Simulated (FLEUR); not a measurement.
# MoS2 (P6_3/mmc) in FLEUR: notebook

Aim: see how the results for MoS2 move with the level of theory and the settings. Levels: LDA, r2SCAN. Tasks: band structure.

Everything below comes from runs of FLEUR MaX-R8.1 (later development tree). Logs are shortened: lines on timing, memory, paths and dates and some standing lists are left out, and cuts for length are marked.

**What was measured.**

From “Multiwavelength excitation Raman Scattering Analysis of bulk and 2 dimensional MoS2: Vibrational properties of atomically thin MoS2 layers”, 2015, arxiv:1506.03228, for a bulk crystal of MoS2 at 300 K: band gap 1.3 eV (indirect).

How close the calculation comes is told below.

### 1 Starting point

The structure is hexagonal, space group P6_3/mmc (No. 194). Conventional cell: a = 3.169 Å, b = 3.169 Å, c = 12.324 Å, α = 90.00°, β = 90.00°, γ = 120.00°. Around Mo (site symmetry -6m2) lie 6 S at 2.41 Å. Around S (site symmetry 3m) lie 3 Mo at 2.41 Å.

### 2 Band structure, LDA

File inp.xml:

```xml
<?xml version="1.0" encoding="UTF-8" standalone="no"?>
<fleurInput fleurInputVersion="0.39">
   <comment>
      MoS2                                                                                                
   </comment>
   <calculationSetup>
      <cutoffs Kmax="5.41" Gmax="16.8" GmaxXC="16.8" numbands="0"/>
      <scfLoop itmax="60" minDistance="0.00001" maxIterBroyd="15" imix="Anderson" alpha="0.05" precondParam="0.0" spinf="2.0" sdNocoIR="T"/>
      <coreElectrons ctail="T" frcor="F" kcrel="0" coretail_lmax="0"/>
      <xcFunctional name="vwn" relativisticCorrections="F"/>
      <magnetism jspins="1"/>
      <soc l_soc="F" theta="0.0" phi="0.0" spav="F"/>
      <expertModes spex="0" secvar="F"/>
      <geometryOptimization l_f="F" forcealpha="1.0" forcemix="BFGS" epsdisp="0.00001" epsforce="0.00001"/>
      <ldaU l_linMix="F" mixParam="0.05" spinf="1.0"/>
   </calculationSetup>
   <cell>
      <bzIntegration valenceElectrons="52.0" mode="hist" fermiSmearingEnergy="0.00183747">
         <kPointListSelection listName="default-1"/>
         <!-- k-points included here -->
         <xi:include xmlns:xi="http://www.w3.org/2001/XInclude" href="kpts.xml"> </xi:include>
      </bzIntegration>
      <!-- symmetry operations included here -->
[... 40 lines left out ...]
         <lo type="SCLO" l="3" n="4" eDeriv="2"/>
      </species>
   </atomSpecies>
   <atomGroups>
      <atomGroup species="Molybdenum (Mo)">
         <relPos label="                   1">-1.000/3.000 1.000/3.000 -1.000/4.000</relPos>
         <relPos label="                   2">1.000/3.000 -1.000/3.000 1.000/4.000</relPos>
         <force calculate="T" relaxXYZ="TTT"/>
      </atomGroup>
      <atomGroup species="Sulfur (S)">
         <relPos label="                   3">-1.000/3.000 1.000/3.000 .3770000000</relPos>
         <relPos label="                   4">1.000/3.000 -1.000/3.000 -.1230000000</relPos>
         <relPos label="                   5">-1.000/3.000 1.000/3.000 .1230000000</relPos>
         <relPos label="                   6">1.000/3.000 -1.000/3.000 -.3770000000</relPos>
         <force calculate="T" relaxXYZ="TTT"/>
      </atomGroup>
   </atomGroups>
   <output dos="F" band="F" slice="F">
      <checks vchk="F" cdinf="F"/>
      <bandDOS minEnergy="-.5*Htr" maxEnergy="0.5*Htr" sigma="0.015" storeEVData="T"/>
      <vacuumDOS vacdos="F" integ="F" star="F" nstars="0" locx1="0.0" locy1="0.0" locx2="0.0" locy2="0.0" nstm="0" tworkf="0.0"/>
      <unfoldingBand unfoldBand="F" supercellX="1" supercellY="1" supercellZ="1"/>
      <plotting iplot="0" polar="F">
         <plot TwoD="T" vec1="  1.0  0.0  0.0" vec2="  0.0  1.0  0.0" vec3="  0.0  0.0  1.0" zero="  0.0  0.0  0.0" file="plot"/>
      </plotting>
      <chargeDensitySlicing numkpt="0" minEigenval="0.0" maxEigenval="0.0" nnne="0" pallst="F"/>
      <specialOutput eonly="F"/>
      <moessbauerParams electricFieldGradient="T" isomerShift="T" coreHyperfine="T" valenceHyperfine="T"/>
      <magneticCircularDichroism mcd="F" energyLo="-10.0" energyUp="0.0"/>
   </output>
  <!-- We include the file relax.xml here to enable relaxations (see documentation) -->
  <xi:include xmlns:xi="http://www.w3.org/2001/XInclude" href="relax.xml"> <xi:fallback/> </xi:include>
</fleurInput>
```

File crystal.txt:

```
MoS2
&input cartesian=F /
3.1690000000  0.0000000000  0.0000000000
-1.5845000000  2.7444345046  0.0000000000
0.0000000000  0.0000000000  12.3240000000
1.8897261246
1.0 1.0 1.0

6
42 0.6666666666  0.3333333332  0.7500000000
42 0.3333333332  0.6666666666  0.2500000000
16 0.6666666666  0.3333333332  0.3770000000
16 0.3333333332  0.6666666666  0.8770000000
16 0.6666666666  0.3333333332  0.1230000000
16 0.3333333332  0.6666666666  0.6230000000

&kpt div1=10 div2=10 div3=3 gamma=T /
```

File inp.xml (bands):

```
<?xml version="1.0" encoding="UTF-8" standalone="no"?>
<fleurInput fleurInputVersion="0.39">
   <comment>
      MoS2                                                                                                
   </comment>
   <calculationSetup>
      <cutoffs Kmax="5.41" Gmax="16.8" GmaxXC="16.8" numbands="0"/>
      <scfLoop itmax="60" minDistance="0.00001" maxIterBroyd="15" imix="Anderson" alpha="0.05" precondParam="0.0" spinf="2.0" sdNocoIR="T"/>
      <coreElectrons ctail="T" frcor="F" kcrel="0" coretail_lmax="0"/>
      <xcFunctional name="vwn" relativisticCorrections="F"/>
      <magnetism jspins="1"/>
      <soc l_soc="F" theta="0.0" phi="0.0" spav="F"/>
      <expertModes spex="0" secvar="F"/>
      <geometryOptimization l_f="F" forcealpha="1.0" forcemix="BFGS" epsdisp="0.00001" epsforce="0.00001"/>
      <ldaU l_linMix="F" mixParam="0.05" spinf="1.0"/>
   </calculationSetup>
   <cell>
      <bzIntegration valenceElectrons="52.0" mode="hist" fermiSmearingEnergy="0.00183747">
         <kPointListSelection listName="path-1"/>
         <!-- k-points included here -->
         <xi:include xmlns:xi="http://www.w3.org/2001/XInclude" href="kpts.xml"> </xi:include>
      </bzIntegration>
      <!-- symmetry operations included here -->
      <xi:include xmlns:xi="http://www.w3.org/2001/XInclude" href="sym.xml"> </xi:include>
[... 39 lines left out ...]
         <lo type="SCLO" l="3" n="4" eDeriv="2"/>
      </species>
   </atomSpecies>
   <atomGroups>
      <atomGroup species="Molybdenum (Mo)">
         <relPos label="                   1">-1.000/3.000 1.000/3.000 -1.000/4.000</relPos>
         <relPos label="                   2">1.000/3.000 -1.000/3.000 1.000/4.000</relPos>
         <force calculate="T" relaxXYZ="TTT"/>
      </atomGroup>
      <atomGroup species="Sulfur (S)">
         <relPos label="                   3">-1.000/3.000 1.000/3.000 .3770000000</relPos>
         <relPos label="                   4">1.000/3.000 -1.000/3.000 -.1230000000</relPos>
         <relPos label="                   5">-1.000/3.000 1.000/3.000 .1230000000</relPos>
         <relPos label="                   6">1.000/3.000 -1.000/3.000 -.3770000000</relPos>
         <force calculate="T" relaxXYZ="TTT"/>
      </atomGroup>
   </atomGroups>
   <output dos="F" band="T" slice="F">
      <checks vchk="F" cdinf="F"/>
      <bandDOS minEnergy="-.5*Htr" maxEnergy="0.5*Htr" sigma="0.015" storeEVData="T"/>
      <vacuumDOS vacdos="F" integ="F" star="F" nstars="0" locx1="0.0" locy1="0.0" locx2="0.0" locy2="0.0" nstm="0" tworkf="0.0"/>
      <unfoldingBand unfoldBand="F" supercellX="1" supercellY="1" supercellZ="1"/>
      <plotting iplot="0" polar="F">
         <plot TwoD="T" vec1="  1.0  0.0  0.0" vec2="  0.0  1.0  0.0" vec3="  0.0  0.0  1.0" zero="  0.0  0.0  0.0" file="plot"/>
      </plotting>
      <chargeDensitySlicing numkpt="0" minEigenval="0.0" maxEigenval="0.0" nnne="0" pallst="F"/>
      <specialOutput eonly="F"/>
      <moessbauerParams electricFieldGradient="T" isomerShift="T" coreHyperfine="T" valenceHyperfine="T"/>
      <magneticCircularDichroism mcd="F" energyLo="-10.0" energyUp="0.0"/>
   </output>
  <!-- We include the file relax.xml here to enable relaxations (see documentation) -->
  <xi:include xmlns:xi="http://www.w3.org/2001/XInclude" href="relax.xml"> <xi:fallback/> </xi:include>
</fleurInput>
```

Potentials or basis: all-electron, FLAPW.

Started as:

```bash
$ inpgen -f crystal.txt -profile fastHighL
$ # inp.xml edited to the form shown
$ mpirun -n 4 fleur_MPI -pe_per_kpt 1
$ mpirun -n 4 fleur_MPI -pe_per_kpt 1   # second run, on inp.xml (bands)
```

What it wrote:

```text
Welcome to FLEUR        (www.flapw.de)
      MaX-Release 8.1          (www.max-centre.eu)

 ========== k-point set info ==========
 Selected k-point list: default-1
 k-point list type: mesh
 10 x 10 x 3
 Number of k points: 28

 ------------Calculation Setup---------------------------
 Using exactly            1  PE per kpt
 Using exactly            1  PE per kpt
 Using exactly            1  PE per kpt
 Number of MPI-tasks      :            4
 Number of PE/node        :            4
 Number of OMP-threads    :            1
 Using exactly            1  PE per kpt
 k-points in parallel     :            4
 pe's per k-point         :            1
 No of k-point loops      :            7
 Eigenvalue solver        :       lapack
 Number of basis functions:         2162
 Approximate size of matrices (H+S) per k-point:         0.070 GB
 --------------------------------------------------------
 Iteration:     1   Distance:      15.01266672 me/bohr^3
 Iteration:     2   Distance:      12.58480422 me/bohr^3
 Iteration:     3   Distance:       6.03674835 me/bohr^3
 Iteration:     4   Distance:       8.95027061 me/bohr^3
 Iteration:     5   Distance:       4.47857585 me/bohr^3
 Iteration:     6   Distance:       2.72909607 me/bohr^3
 Iteration:     7   Distance:       1.90037094 me/bohr^3
 Iteration:     8   Distance:       0.34520770 me/bohr^3
 Iteration:     9   Distance:       0.09924937 me/bohr^3
 Iteration:    10   Distance:       0.04419823 me/bohr^3
 Iteration:    11   Distance:       0.05813251 me/bohr^3
 Iteration:    12   Distance:       0.00670719 me/bohr^3
 Iteration:    13   Distance:       0.00215936 me/bohr^3
 Iteration:    14   Distance:       0.00045246 me/bohr^3
 Iteration:    15   Distance:       0.00010417 me/bohr^3
 Iteration:    16   Distance:       0.00007635 me/bohr^3
 Iteration:    17   Distance:       0.00003365 me/bohr^3
 Iteration:    18   Distance:       0.00001030 me/bohr^3
 Iteration:    19   Distance:       0.00000345 me/bohr^3

 ********************************************************************
 Run finished successfully
 Stop message:
   all done
 ********************************************************************
```

Run time: 15 min. Hardware: 4 MPI ranks of Intel Xeon at 2.50GHz (Skylake/Cascade Lake), shared host.

What came out:

```
Free energy                                           : -263492.2731 eV
Band gap on the k mesh                                : 0.85 eV, indirect (least direct gap 1.86 eV)
Band gap along the path                               : 0.80 eV, indirect (least direct gap 1.65 eV)
Valence electrons inside the program's atomic spheres : Mo 12.03; S 3.24 (radii Mo 2.41, S 1.81 bohr)
```

Levels at the corners of the path, in eV from the valence-band top:
```
point  band 22  band 23  band 24  band 25  band 26  band 27  band 28  band 29  band 30  band 31
    Γ    -2.14    -2.14    -1.20    -1.16     0.00     2.08     2.08     2.10     2.10     2.26
    M    -2.47    -1.72    -1.52    -1.42    -1.29     1.57     1.62     1.95     2.23     2.75
    K    -3.81    -2.67    -2.67    -0.81    -0.63     1.02     1.02     1.74     2.80     2.80
    Γ    -2.14    -2.14    -1.20    -1.16     0.00     2.08     2.08     2.10     2.10     2.26
    A    -2.17    -2.17    -2.17    -0.27    -0.27     2.08     2.08     2.08     2.08     2.35
    L    -2.62    -1.62    -1.62    -1.35    -1.35     1.59     1.59     2.10     2.10     3.13
    H    -3.43    -2.86    -2.86    -0.73    -0.73     1.02     1.02     2.22     2.22     2.84
    A    -2.17    -2.17    -2.17    -0.27    -0.27     2.08     2.08     2.08     2.08     2.35
    L    -2.62    -1.62    -1.62    -1.35    -1.35     1.59     1.59     2.10     2.10     3.13
    M    -2.47    -1.72    -1.52    -1.42    -1.29     1.57     1.62     1.95     2.23     2.75
    K    -3.81    -2.67    -2.67    -0.81    -0.63     1.02     1.02     1.74     2.80     2.80
    H    -3.43    -2.86    -2.86    -0.73    -0.73     1.02     1.02     2.22     2.22     2.84
```

Core levels (eV from the Fermi level):
```tsv
atom	levels
1 Mo	1s1/2 -19782.8, 2s1/2 -2791.9, 2p1/2 -2570.0, 2p3/2 -2463.6, 3s1/2 -472.3, 3p1/2 -387.8, 3p3/2 -370.3, 3d3/2 -220.3, 3d5/2 -217.0
2 Mo	1s1/2 -19782.8, 2s1/2 -2791.9, 2p1/2 -2570.0, 2p3/2 -2463.6, 3s1/2 -472.3, 3p1/2 -387.8, 3p3/2 -370.3, 3d3/2 -220.3, 3d5/2 -217.0
3 S	1s1/2 -2391.0, 2s1/2 -204.9, 2p1/2 -151.5, 2p3/2 -150.2
4 S	1s1/2 -2391.0, 2s1/2 -204.9, 2p1/2 -151.5, 2p3/2 -150.2
5 S	1s1/2 -2391.0, 2s1/2 -204.9, 2p1/2 -151.5, 2p3/2 -150.2
6 S	1s1/2 -2391.0, 2s1/2 -204.9, 2p1/2 -151.5, 2p3/2 -150.2
```

### 3 Band structure, r2SCAN

Changes to inp.xml since step 2:

```diff
@@ -7,5 +7,8 @@
       <cutoffs Kmax="5.41" Gmax="16.8" GmaxXC="16.8" numbands="0"/>
-      <scfLoop itmax="60" minDistance="0.00001" maxIterBroyd="15" imix="Anderson" alpha="0.05" precondParam="0.0" spinf="2.0" sdNocoIR="T"/>
-      <coreElectrons ctail="T" frcor="F" kcrel="0" coretail_lmax="0"/>
-      <xcFunctional name="vwn" relativisticCorrections="F"/>
+      <scfLoop itmax="80" minDistance="0.0001" maxIterBroyd="30" imix="Anderson" alpha="0.05" precondParam="0.0" spinf="2.0" sdNocoIR="T"/>
+      <coreElectrons ctail="F" frcor="F" kcrel="0" coretail_lmax="0"/>
+      <xcFunctional name="LibXC" relativisticCorrections="F">
+         <LibXCName exchange="mgga_x_r2scan" correlation="mgga_c_r2scan"/>
+         <AuxGGA exchange="117" correlation="130"/>
+      </xcFunctional>
       <magnetism jspins="1"/>
```

crystal.txt is that of step 2.

Changes to inp.xml (bands) since step 2:

```diff
@@ -7,5 +7,8 @@
       <cutoffs Kmax="5.41" Gmax="16.8" GmaxXC="16.8" numbands="0"/>
-      <scfLoop itmax="60" minDistance="0.00001" maxIterBroyd="15" imix="Anderson" alpha="0.05" precondParam="0.0" spinf="2.0" sdNocoIR="T"/>
-      <coreElectrons ctail="T" frcor="F" kcrel="0" coretail_lmax="0"/>
-      <xcFunctional name="vwn" relativisticCorrections="F"/>
+      <scfLoop itmax="80" minDistance="0.0001" maxIterBroyd="30" imix="Anderson" alpha="0.05" precondParam="0.0" spinf="2.0" sdNocoIR="T"/>
+      <coreElectrons ctail="F" frcor="F" kcrel="0" coretail_lmax="0"/>
+      <xcFunctional name="LibXC" relativisticCorrections="F">
+         <LibXCName exchange="mgga_x_r2scan" correlation="mgga_c_r2scan"/>
+         <AuxGGA exchange="117" correlation="130"/>
+      </xcFunctional>
       <magnetism jspins="1"/>
```

Potentials or basis: all-electron, FLAPW.

Started as:

```bash
$ inpgen -f crystal.txt -profile fastHighL
$ # inp.xml edited to the form shown
$ mpirun -n 4 fleur_MPI -pe_per_kpt 1
$ mpirun -n 4 fleur_MPI -pe_per_kpt 1   # second run, on inp.xml (bands)
```

It took 8.9 min on 4 MPI ranks of Arm Neoverse V1, shared host.

The run converged. Its results:

```
Free energy                                           : -263869.9688 eV
Band gap on the k mesh                                : 1.03 eV, indirect (least direct gap 1.99 eV)
Band gap along the path                               : 0.98 eV, indirect (least direct gap 1.77 eV)
Valence electrons inside the program's atomic spheres : Mo 11.99; S 3.25 (radii Mo 2.41, S 1.81 bohr)
```

Levels at the corners of the path, in eV from the valence-band top:
```tsv
point	band 24	band 25	band 26	band 27	band 28	band 29
Γ	-1.31	-1.17	0.00	2.23	2.23	2.26
M	-1.68	-1.45	-1.33	1.70	1.75	2.10
K	-2.87	-0.81	-0.65	1.11	1.11	1.98
Γ	-1.31	-1.17	0.00	2.23	2.23	2.26
A	-2.30	-0.29	-0.29	2.24	2.24	2.24
L	-1.78	-1.38	-1.38	1.72	1.72	2.24
H	-3.05	-0.74	-0.74	1.12	1.12	2.45
A	-2.30	-0.29	-0.29	2.24	2.24	2.24
L	-1.78	-1.38	-1.38	1.72	1.72	2.24
M	-1.68	-1.45	-1.33	1.70	1.75	2.10
K	-2.87	-0.81	-0.65	1.11	1.11	1.98
H	-3.05	-0.74	-0.74	1.12	1.12	2.45
```

Core levels (eV from the Fermi level):
```
atom                                                                                                                             levels
1 Mo  1s1/2 -19812.1, 2s1/2 -2795.8, 2p1/2 -2571.3, 2p3/2 -2464.7, 3s1/2 -474.0, 3p1/2 -388.7, 3p3/2 -371.1, 3d3/2 -220.4, 3d5/2 -217.1
2 Mo  1s1/2 -19812.1, 2s1/2 -2795.8, 2p1/2 -2571.3, 2p3/2 -2464.7, 3s1/2 -474.0, 3p1/2 -388.7, 3p3/2 -371.1, 3d3/2 -220.4, 3d5/2 -217.1
 3 S                                                                            1s1/2 -2400.3, 2s1/2 -206.0, 2p1/2 -151.4, 2p3/2 -150.1
 4 S                                                                            1s1/2 -2400.3, 2s1/2 -206.0, 2p1/2 -151.4, 2p3/2 -150.1
 5 S                                                                            1s1/2 -2400.3, 2s1/2 -206.0, 2p1/2 -151.4, 2p3/2 -150.1
 6 S                                                                            1s1/2 -2400.3, 2s1/2 -206.0, 2p1/2 -151.4, 2p3/2 -150.1
```

Caveat: the meta-GGA is that of a development version, with a GGA for the radial functions and cores and without core tails.

### 4 Comparison with measurements

Step 2. A measured gap of MoS2 is 1.3 eV (indirect; 300 K; “Multiwavelength excitation Raman Scattering Analysis of bulk and 2 dimensional MoS2: Vibrational properties of atomically thin MoS2 layers”, 2015, arxiv:1506.03228); the calculated 0.80 eV misses it by -0.50 eV. Spin-orbit coupling on Mo is left out. The value is that of LDA, without temperature or zero-point motion. Semilocal functionals fall short of measured gaps as a rule.

Step 3. Against the measured gap of MoS2, 1.3 eV (indirect; 300 K; “Multiwavelength excitation Raman Scattering Analysis of bulk and 2 dimensional MoS2: Vibrational properties of atomically thin MoS2 layers”, 2015, arxiv:1506.03228), the calculated 0.98 eV is off by -0.32 eV. Spin-orbit coupling on Mo is left out. The value is that of r2SCAN, without temperature or zero-point motion.
